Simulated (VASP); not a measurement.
# TiSi2 (Fddd) in VASP: settings compared

Aim: see how the results for TiSi2 move with the level of theory and the settings. Levels: PBE+D4, PBE+rVV10, PBE+TS, PBEsol+D3. Tasks: relaxation of cell and atoms.

Everything below comes from runs of VASP 6.6.1. Logs are shortened: lines on timing, memory, paths and dates and some standing lists are left out, and cuts for length are marked.

### Step 1. The structure

It takes space group Fddd (No. 70, orthorhombic). Conventional cell: a = 4.779 Å, b = 8.235 Å, c = 8.526 Å, α = 90.00°, β = 90.00°, γ = 90.00°. Ti (site symmetry 222) has 10 Si at 2.55 to 2.78 Å as nearest neighbours. Si (site symmetry 2) is surrounded by 5 Si at 2.52 to 2.79 Å and 5 Ti at 2.55 to 2.78 Å.

The cell is a database's computed one.

### Step 2. Relaxation of cell and atoms, PBE+D4

INCAR

```
SYSTEM = TiSi2
PREC     = Accurate       ! precision mode
ENCUT    = 600            ! plane-wave cutoff, eV
EDIFF    = 1E-6           ! SCF threshold, eV
ISMEAR   = -1             ! smearing method
SIGMA    = 0.05           ! smearing width, eV
LREAL    = .False.        ! projectors in reciprocal space
LASPH    = .True.         ! aspherical terms in the spheres
NELM     = 100            ! most SCF steps
ALGO     = Normal         ! electronic algorithm
ISIF     = 3              ! what is computed and relaxed
LWAVE    = .False.        ! write WAVECAR
LCHARG   = .False.        ! write CHGCAR
GGA      = PE             ! functional
IVDW     = 13             ! dispersion correction
IBRION   = 2              ! ionic algorithm
NSW      = 60             ! ionic steps
EDIFFG   = -0.02          ! ionic threshold
```

KPOINTS

```
Automatic mesh
0
Gamma
  7 7 7
  0 0 0
```

POSCAR

```
TiSi2
1.0
    0.0000000000      4.1175163063      4.2628978354
    2.3895119538      0.0000000000      4.2628978354
    2.3895119538      4.1175163063      0.0000000000
Ti Si
2 4
Direct
    0.7500000000      0.7500000000      0.7500000000
    0.5000000000      0.5000000000      0.5000000000
    0.4125656100      0.0874343900      0.4125656100
    0.0874343900      0.4125656100      0.0874343900
    0.1625656100      0.8374343900      0.1625656100
    0.8374343900      0.1625656100      0.8374343900
```

Potentials or basis: VASP PAW PBE potentials, release 64 (Ti_sv, Si).

Started as:

```sh
$ cat potpaw_PBE.64/Ti_sv/POTCAR potpaw_PBE.64/Si/POTCAR > POTCAR
$ mpirun -np 1 vasp_std > vasp.out
```

OUTCAR:

```text
SYSTEM = TiSi2
   PREC = Accurate
   ENCUT = 600
   EDIFF = 1E-6
   ISMEAR = -1
   LREAL = .False.
   LASPH = .True.
   NELM = 100
   ISIF = 3
   GGA = PE
   IVDW = 13
   IBRION = 2
   NSW = 60
   EDIFFG = -0.02

 ion  position               nearest neighbor table
   1  0.750  0.750  0.750-   6 2.55   5 2.55   6 2.55   5 2.55   3 2.74   3 2.74   4 2.74   4 2.74
                             3 2.78   4 2.78
   2  0.500  0.500  0.500-   4 2.55   3 2.55   4 2.55   3 2.55   5 2.74   5 2.74   6 2.74   6 2.74
                             5 2.78   6 2.78
   3  0.413  0.087  0.413-   6 2.52   6 2.52   2 2.55   2 2.55   4 2.68   1 2.74   1 2.74   1 2.78
                             4 2.79   4 2.79
   4  0.087  0.413  0.087-   5 2.52   5 2.52   2 2.55   2 2.55   3 2.68   1 2.74   1 2.74   1 2.78
                             3 2.79   3 2.79
   5  0.163  0.837  0.163-   4 2.52   4 2.52   1 2.55   1 2.55   6 2.68   2 2.74   2 2.74   2 2.78
                             6 2.79   6 2.79
   6  0.837  0.163  0.837-   3 2.52   3 2.52   1 2.55   1 2.55   5 2.68   2 2.74   2 2.74   2 2.78
                             5 2.79   5 2.79

  LATTYP: Found a face centered orthorhombic cell.
 ALAT       =     4.7790239076
 B/A-ratio  =     1.7231620456
 C/A-ratio  =     1.7840035613

  Lattice vectors:

 A1 = (   0.0000000000,   4.1175163063,   4.2628978354)
 A2 = (   2.3895119538,   0.0000000000,   4.2628978354)
 A3 = (   2.3895119538,   4.1175163063,   0.0000000000)

Analysis of symmetry for initial positions (statically):
=====================================================================
 Subroutine PRICEL returns:
 Original cell was already a primitive cell.

 Routine SETGRP: Setting up the symmetry group for a
 face centered orthorhombic supercell.

 Subroutine GETGRP returns: Found  8 space group operations
 (whereof  4 operations were pure point group operations)
 out of a pool of  8 trial point group operations.

The static configuration has the point symmetry D_2 .
 The point group associated with its full space group is D_2h.

Analysis of symmetry for dynamics (positions and initial velocities):
=====================================================================
 Subroutine PRICEL returns:
 Original cell was already a primitive cell.

 Routine SETGRP: Setting up the symmetry group for a
 face centered orthorhombic supercell.

 Subroutine GETGRP returns: Found  8 space group operations
 (whereof  4 operations were pure point group operations)
 out of a pool of  8 trial point group operations.

The dynamic configuration has the point symmetry D_2 .
 The point group associated with its full space group is D_2h.

 Subroutine INISYM returns: Found  8 space group operations
 (whereof  4 operations are pure point group operations),
 and found     1 'primitive' translations

----------------------------------------------------------------------------------------

                                     Primitive cell

  volume of cell :      83.8841

  direct lattice vectors                    reciprocal lattice vectors
     0.000000000  4.117516306  4.262897835    -0.209247750  0.121432427  0.117291106
     2.389511954  0.000000000  4.262897835     0.209247750 -0.121432427  0.117291106
     2.389511954  4.117516306  0.000000000     0.209247750  0.121432427 -0.117291106

  length of vectors
     5.926739280  4.886928006  4.760641544     0.268863643  0.268863643  0.268863643

  position of ions in fractional coordinates (direct lattice)
     0.750000000  0.750000000  0.750000000
     0.500000000  0.500000000  0.500000000
     0.412565610  0.087434390  0.412565610
     0.087434390  0.412565610  0.087434390
     0.162565610  0.837434390  0.162565610
     0.837434390  0.162565610  0.837434390

  ion indices of the primitive-cell ions
   primitive index   ion index
                 1           1
                 2           2
                 3           3
                 4           4
                 5           5
                 6           6

----------------------------------------------------------------------------------------

 KPOINTS: Automatic mesh

Automatic generation of k-mesh.
 Grid dimensions read from file:
 generate k-points for:    7    7    7

 Generating k-lattice:

  Cartesian coordinates                     Fractional coordinates (reciprocal lattice)
    -0.029892536  0.017347490  0.016755872     0.142857143  0.000000000  0.000000000
     0.029892536 -0.017347490  0.016755872     0.000000000  0.142857143 -0.000000000
     0.029892536  0.017347490 -0.016755872     0.000000000 -0.000000000  0.142857143

  Length of vectors
     0.038409092  0.038409092  0.038409092

  Shift w.r.t. Gamma in fractional coordinates (k-lattice)
     0.000000000  0.000000000  0.000000000

 Subroutine IBZKPT returns following result:
 ===========================================

 Found     64 irreducible k-points:

 Following reciprocal coordinates:
            Coordinates               Weight
  0.000000  0.000000  0.000000      1.000000
  0.142857  0.000000  0.000000      8.000000
  0.285714  0.000000  0.000000      8.000000
  0.428571  0.000000  0.000000      8.000000
  0.142857  0.142857  0.000000      2.000000
  0.285714  0.142857  0.000000      8.000000
[... 16 lines left out ...]
  0.000000  0.142857  0.142857      2.000000
  0.285714  0.142857  0.142857      4.000000
 [... further k-points ...]
   k-points           NKPTS =     64   k-points in BZ     NKDIM =     64   number of bands    NBANDS=     24
   number of dos      NEDOS =    301   number of ions     NIONS =      6
   total plane-waves  NPLWV =  76800
   dimension x,y,z NGX =    48 NGY =   40 NGZ =   40
   dimension x,y,z NGXF=    96 NGYF=   80 NGZF=   80
   ions per type =               2   4
   NGX,Y,Z   is equivalent  to a cutoff of  13.46, 13.61, 13.97 a.u.
   NGXF,Y,Z  is equivalent  to a cutoff of  26.93, 27.21, 27.94 a.u.
 SYSTEM =  TiSi2
   PREC   = accura    normal or accurate (medium, high low for compatibility)
   ISTART =      0    job   : 0-new  1-cont  2-samecut
   ICHARG =      2    charge: 1-file 2-atom 10-const
   ISPIN  =      1    spin polarized calculation?
   LNONCOLLINEAR =      F non collinear calculations
   LSORBIT =      F    spin-orbit coupling
   LASPH  =      T    aspherical Exc in radial PAW
   ENCUT  =  600.0 eV  44.10 Ry    6.64 a.u.  11.84  9.76  9.51*2*pi/ulx,y,z
   NELM   =    100;   NELMIN=  2; NELMDL= -5     # of ELM steps
   EDIFF  = 0.1E-05   stopping-criterion for ELM
   LREAL  =      F    real-space projection
   EDIFFG = -.2E-01   stopping-criterion for IOM
   NSW    =     60    number of steps for IOM
   IBRION =      2    ionic relax: 0-MD 1-quasi-New 2-CG
   NFREE  =      1    steps in history (QN), initial steepest desc. (CG)
   ISIF   =      3    stress and relaxation
   ISYM   =      2    0-nonsym 1-usesym 2-fastsym
   POTIM  = 0.5000    time-step for ionic-motion
   TEBEG  =    0.0;   TEEND  =   0.0 temperature during run
   PSTRESS=    0.0 pullay stress
   NELECT =      40.0000    total number of electrons
   NUPDOWN=      -1.0000    fix difference up-down
   EMIN   =  10.00;   EMAX   =-10.00  energy-range for DOS
   EFERMI =   0.00;   METHOD = LEGACY
   ISMEAR =    -1;   SIGMA  =   0.05  broadening in eV -4-tet -1-fermi 0-gaus
   EFERMI_NEDOS =   21; number of points for ismear=-14 and -15
   IALGO  =     38    algorithm
   IMIX   =      4    mixing-type and parameters
     AMIX     =   0.40;   BMIX     =  1.00
     AMIX_MAG =   1.60;   BMIX_MAG =  1.00
  volume/ion in A,a.u.               =      13.98        94.35
  Fermi-wavevector in a.u.,A,eV,Ry     =   1.278994  2.416947 22.256742  1.635824
  Thomas-Fermi vector in A             =   2.411504
   LORBIT       =      0    0 simple, 1 ext, 2 COOP (PROOUT), +10 PAW based schemes
   GGA     = PE    functional components
   LHFCALC =     F    Hartree Fock is set to
   AEXX    =    0.0000 exact exchange contribution
   IVDW    =    13    specifies the selected vdW correction
   LEPSILON=     F    determine dielectric tensor
   LRPA    =     F    only Hartree local field effects (RPA)
 conjugate gradient relaxation of ions
 non-spin polarized calculation
  energy-cutoff  :      600.00
  volume of cell :       83.88
 maximum number of plane-waves:      2831
   NGX = 23   NGY = 19   NGZ = 19

--------------------------------------- Ionic step        1  -------------------------------------------

 number of electron      39.9999999 magnetization

 Free energy of the ion-electron system (eV)
  ---------------------------------------------------
  ext. energy  EPLUGINS =         0.00000000
  ---------------------------------------------------
  free energy    TOTEN  =       -40.69253033 eV

  energy without entropy =      -40.67231321  energy(sigma->0) =      -40.68242177

------------------------ aborting loop because EDIFF is reached ----------------------------------------

  DFT-D4 for vdW energy calculation

  Edisp (eV):   -2.37629

  FORCE on cell =-STRESS in cart. coord.  units (eV):
  Direction    XX          YY          ZZ          XY          YZ          ZX
  --------------------------------------------------------------------------------------
  -------------------------------------------------------------------------------------
  Total      -1.17308    -1.88311    -0.76314     0.00000     0.00000     0.00000
  in kB     -22.40579   -35.96718   -14.57591     0.00000     0.00000     0.00000
  external pressure =      -24.32 kB  Pullay stress =        0.00 kB
[... 201 lines left out ...]
  energy  without entropy=      -43.0633764843  energy(sigma->0) =      -43.07326970

--------------------------------------- Ionic step        6  -------------------------------------------

 number of electron      39.9999998 magnetization

 Free energy of the ion-electron system (eV)
  ---------------------------------------------------
  ext. energy  EPLUGINS =         0.00000000
  ---------------------------------------------------
  free energy    TOTEN  =       -40.66438190 eV

  energy without entropy =      -40.64459594  energy(sigma->0) =      -40.65448892

 E-fermi :  10.4102     XC(G=0): -11.8185

 val. band max:       10.4083215655   @ k =  -0.1429   0.1429   0.1429
 cond. band min:      10.4121824335   @ k =  -0.4286   0.1429  -0.0000
 fundamental gap:      0.0038608679
 Fermi energy:        10.4102284843

 k-point     1 :       0.0000    0.0000    0.0000
  band No.  band energies     occupation
      1     -45.7929      2.00000
      2     -45.7618      2.00000
      3     -22.1874      2.00000
      4     -22.1753      2.00000
      5     -22.0869      2.00000
      6     -22.0711      2.00000
[... 637 lines left out ...]
     23      13.4951      0.00000
     24      13.6061      0.00000

 [... further k-points ...]

------------------------ aborting loop because EDIFF is reached ----------------------------------------

  DFT-D4 for vdW energy calculation

  Edisp (eV):   -2.41885

  FORCE on cell =-STRESS in cart. coord.  units (eV):
  Direction    XX          YY          ZZ          XY          YZ          ZX
  --------------------------------------------------------------------------------------
  -------------------------------------------------------------------------------------
  Total       0.00956     0.01294    -0.01470     0.00000     0.00000     0.00000
  in kB       0.18585     0.25160    -0.28590     0.00000     0.00000     0.00000
  external pressure =        0.05 kB  Pullay stress =        0.00 kB
[... 21 lines left out ...]
  FREE ENERGIE OF THE ION-ELECTRON SYSTEM (eV)
  ---------------------------------------------------
  free  energy   TOTEN  =       -43.0832326352 eV

  energy  without entropy=      -43.0634466732  energy(sigma->0) =      -43.07333965

 reached required accuracy - stopping structural energy minimisation
```

Wall time 5.2 min (1 thread of Intel Xeon 6975P-C (Granite Rapids), shared host); peak memory 0.36 GiB.

Results:

```yaml
Free_energy: -43.0832 eV
Relaxed_volume: 13.73 Å³/atom
Relaxed_cell: a = 5.891 Å, b = 4.874 Å, c = 4.716 Å, α = 75.78°, β = 53.32°, γ = 50.90°
Space_group_after_relaxing_to_0.05_Å: Fddd (No. 70)
Energy_gained_by_relaxing: 2.4 meV/atom
Ionic_steps: 6
Pressure_after_relaxing: 0.0 GPa
Largest_force_after_relaxing: 0.014 eV/Å
Band_gap_on_the_k_mesh: none (metal or under the smearing width)
Dispersion_energy_per_atom: -0.403 eV
```

Forces in eV/Å, atoms in the order of the input:
```
Ti   0.000  0.000  0.000
Ti   0.000  0.000  0.000
Si   0.000  0.014  0.000
Si   0.000 -0.014  0.000
Si   0.000  0.014  0.000
Si   0.000 -0.014  0.000
```

The path:
| step | energy change (eV) | largest force (eV/Å) | pressure (GPa) | volume (Å³) |
| --- | --- | --- | --- | --- |
| 1 | 0.0000 | 0.0307 | -2.43 | 83.88 |
| 2 | -0.0076 | 0.0329 | 2.04 | 81.33 |
| 3 | -0.0137 | 0.0325 | 0.20 | 82.33 |
| 4 | -0.0142 | 0.0158 | -0.08 | 82.41 |
| 5 | -0.0143 | 0.0210 | 0.00 | 82.38 |
| 6 | -0.0144 | 0.0142 | 0.01 | 82.38 |

Final structure:
```cif
data_structure
_symmetry_space_group_name_H-M 'P 1'
_symmetry_Int_Tables_number 1
_cell_length_a 5.8914
_cell_length_b 4.8739
_cell_length_c 4.7163
_cell_angle_alpha 75.785
_cell_angle_beta 53.317
_cell_angle_gamma 50.898
_cell_volume 82.38
loop_
_atom_site_label
_atom_site_type_symbol
_atom_site_fract_x
_atom_site_fract_y
_atom_site_fract_z
_atom_site_occupancy
Ti1 Ti 0.75000 0.75000 0.75000 1
Ti2 Ti 0.50000 0.50000 0.50000 1
Si1 Si 0.41292 0.08708 0.41292 1
Si2 Si 0.08708 0.41292 0.08708 1
Si3 Si 0.16292 0.83708 0.16292 1
Si4 Si 0.83708 0.16292 0.83708 1
```

Levels at points of the mesh, in eV from the Fermi level:
| k point | band 17 | band 18 | band 19 | band 20 | band 21 | band 22 | band 23 | band 24 |
| --- | --- | --- | --- | --- | --- | --- | --- | --- |
| (0.00, 0.00, 0.00) | -2.33 | -2.04 | -1.77 | -1.34 | -0.93 | 2.10 | 3.20 | 3.47 |

Caveat: pairwise dispersion overbinds metals, which lowers pressure and volume.

(Continued in part 2 of 3.)
